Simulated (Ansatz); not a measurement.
# InSe: band structure with LDA

**Measured values to compare with.**

From “The Interaction of Hydrogen with the van der Waals Crystal γ-InSe”, 2020, pmc:7321205, for a bulk crystal of InSe at 300 K: band gap 1.25 eV.

The system is InSe.

```xyz
4
Lattice="2.0000 1.1547 8.4400 -2.0000 1.1547 8.4400 0.0000 -2.3094 8.4400" Properties=species:S:1:pos:R:3 pbc="T T T"
In    0.0000    0.0000   22.4994
In    0.0000    0.0000    0.0000
Se    0.0000    0.0000    4.3525
Se    0.0000    0.0000    9.7102
```

```json
{"Program": "Ansatz 0.2.0", "Task": "band structure", "Functional": "LDA", "Potentials or basis": "Ansatz PAW", "Cutoff": "420 eV (not typed: the program's choice for these potentials)", "k mesh": "8 × 8 × 8", "Occupations": "fermi-dirac, width 0.05 eV", "Spin": "spin-orbit coupling, no magnetisation", "Path": "[[\"G\", \"L\", \"B1\"], [\"B\", \"Z\", \"G\", \"X\"], [\"Q\", \"F\", \"P1\", \"Z\"], [\"L\", \"P\"]]", "Points for each segment of the path": "14"}
```

```yaml
Pressure: -1.5 GPa
Largest_force: 0.241 eV/Å
Band_gap_on_the_k_mesh: 0.19 eV, direct
Band_gap_along_the_path: 0.19 eV, direct
```

Forces on the atoms (eV/Å):
```
In   0.000  0.000  0.241
In   0.000  0.000 -0.224
Se   0.000  0.000  0.066
Se   0.000  0.000 -0.083
```

Stress tensor (GPa, compression positive):
```
-1.11  0.00  0.00
 0.00 -1.11  0.00
 0.00  0.00 -2.35
```

Levels at the corners of the path, in eV from the valence-band top:
| point | band 55 | band 56 | band 57 | band 58 | band 59 | band 60 | band 61 | band 62 |
| --- | --- | --- | --- | --- | --- | --- | --- | --- |
| Γ | -1.18 | -1.18 | -1.09 | -1.09 | 1.53 | 1.53 | 1.88 | 1.88 |
| L | -2.24 | -2.24 | -1.71 | -1.71 | 1.06 | 1.06 | 1.81 | 1.81 |
| B1 | -2.31 | -2.27 | -1.85 | -1.77 | 1.61 | 1.65 | 2.23 | 2.34 |
| B | -2.31 | -2.27 | -1.85 | -1.77 | 1.61 | 1.65 | 2.23 | 2.34 |
| Z | -1.01 | -1.01 | 0.00 | 0.00 | 0.19 | 0.19 | 1.95 | 1.95 |
| Γ | -1.18 | -1.18 | -1.09 | -1.09 | 1.53 | 1.53 | 1.88 | 1.88 |
| X | -2.29 | -2.24 | -1.82 | -1.74 | 1.67 | 1.71 | 2.14 | 2.24 |
| Q | -2.29 | -2.24 | -1.82 | -1.74 | 1.67 | 1.71 | 2.14 | 2.24 |
| F | -2.11 | -2.11 | -1.54 | -1.54 | 1.00 | 1.00 | 1.85 | 1.85 |
| P1 | -2.15 | -2.13 | -1.67 | -1.67 | 1.22 | 1.24 | 1.67 | 1.70 |
| Z | -1.01 | -1.01 | 0.00 | 0.00 | 0.19 | 0.19 | 1.95 | 1.95 |
| L | -2.24 | -2.24 | -1.71 | -1.71 | 1.06 | 1.06 | 1.81 | 1.81 |
| P | -2.15 | -2.13 | -1.67 | -1.67 | 1.22 | 1.24 | 1.67 | 1.70 |

Wall time 4 min on 2 threads of Arm Neoverse V1, with other jobs on the host, peak memory 1.5 GiB.

A measured gap of InSe is 1.25 eV (300 K; “The Interaction of Hydrogen with the van der Waals Crystal γ-InSe”, 2020, pmc:7321205); the calculated 0.19 eV misses it by -1.06 eV. So large a miss can be the level of theory's own, or it may mean another phase, state or a wrong row. The value is that of LDA, without temperature or zero-point motion. Semilocal functionals fall short of measured gaps as a rule.

Caveat: the PAW data sets come from PBE, with cores solved anew for the run's functional, which leaves a small shift of forces and pressure.
